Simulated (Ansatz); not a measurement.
## GaN under changes of volume

One of the cells (9.735 Å³/atom); the others are scaled copies at fixed shape and fractional positions:

```
Ga N
1.0
     0.00000    2.13524    2.13524
     2.13524    0.00000    2.13524
     2.13524    2.13524    0.00000
Ga N
1 1
Cartesian
  0.0000 0.0000 0.0000
  2.1352 2.1352 2.1352
```

Measurements of this composition are mostly on another form, of space group No. 186.

```yaml
Program: Ansatz 0.2.0
Functional: PBE
Potentials_or_basis: Ansatz PAW
Cutoff: "420 eV (not typed: the program's choice for these potentials)"
k_mesh: 11 × 11 × 11
Occupations: fermi-dirac, width 0.05 eV
Spin: no spin polarisation
```

```tsv
volume (Å³/atom)	energy over the lowest point (meV/atom)	pressure (GPa)	gap on the mesh (eV)
9.151	?	?	?
9.346	10.06	9.0	0.81
9.540	2.21	4.1	0.68
9.735	0.00	-0.3	0.55
9.930	2.86	-4.3	0.43
10.124	10.22	-7.7	0.32
10.319	21.67	-10.8	0.21
```

Task: What does the run at 9.151 Å³/atom give?

Result: Energy over the lowest point 24.32 meV/atom; pressure 14.5 GPa; gap on the mesh 0.94 eV.

Worked out: A Birch-Murnaghan fit of order 3 (a polynomial in V^(-2/3)) to the other rows has its minimum at 9.72 Å³/atom with B0 = V·E''(V) = 210 GPa and B' = 4.6. It gives 24.29 meV/atom at 9.151 Å³/atom, against the run's 24.32, and -dE/dV = 14.5 GPa, against 14.5. A straight line through the other rows of the gap, of slope -6.06 eV per unit of ln V, extrapolates to 0.93 eV, against the run's 0.94.

Energies are extrapolated to zero smearing.

Caveats: odd divisions of the mesh miss points on the zone boundary, where band edges often lie, so the gap on the mesh can be too wide.

A mesh can miss the band edges. Spin-orbit coupling on Ga is left out.
